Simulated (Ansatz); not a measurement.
The system is I.

```xyz
4
Lattice="3.6350 -2.3950 0.0000 3.6350 2.3950 0.0000 0.0000 0.0000 9.7934" Properties=species:S:1:pos:R:3 pbc="T T T"
I     3.6350   -0.7152    3.7646
I     3.6350    1.6799    1.1321
I     3.6350    0.7152    6.0288
I     3.6350   -1.6799    8.6613
```

| Item | Value |
| --- | --- |
| Program | Ansatz 0.2.0 |
| Task | relaxation of cell and atoms |
| Functional | PBEsol |
| Dispersion | D3(BJ) |
| Potentials or basis | Ansatz PAW |
| Cutoff | 420 eV (not typed: the program's choice for these potentials) |
| k mesh | 7 × 7 × 3 |
| Occupations | fermi-dirac, width 0.05 eV |
| Spin | no spin polarisation |

At the start: volume 42.63 Å³/atom.

Problem. Where does the relaxation end?

Solution. It ends after 8 steps and the volume is 35.70 Å³/atom (-16.3 %); space group Cmce (No. 64, to 0.05 Å).

The path:
```tsv
step	energy change (eV)	largest force (eV/Å)	volume (Å³)
1	0.0000	0.7591	170.52
2	-0.2341	0.3032	153.27
3	-0.3421	0.1053	144.00
4	-0.3475	0.0128	140.88
5	-0.3508	0.0244	143.17
6	-0.3514	0.0791	143.07
7	-0.3531	0.0014	142.78
8	-0.3495	0.0014	142.78
```

Final structure:
```
CELL_PARAMETERS angstrom
3.49123 -2.15316 0.00000
3.49123 2.15316 0.00000
0.00000 0.00000 9.49709
ATOMIC_POSITIONS crystal
I 0.68120 0.31880 0.37688
I 0.18120 0.81880 0.12312
I 0.31880 0.68120 0.62312
I 0.81880 0.18120 0.87688
```

Caveat: the volume moved by over 15 % at a fixed basis, so the end points are rough; the plane-wave basis is chosen anew once the cell has moved, so the energies of steps on either side of that aren't comparable; the volume moved by -16 % from the deposited cell, more than functionals usually miss; the PAW data sets come from PBE, with cores solved anew for the run's functional, which leaves a small shift of forces and pressure.
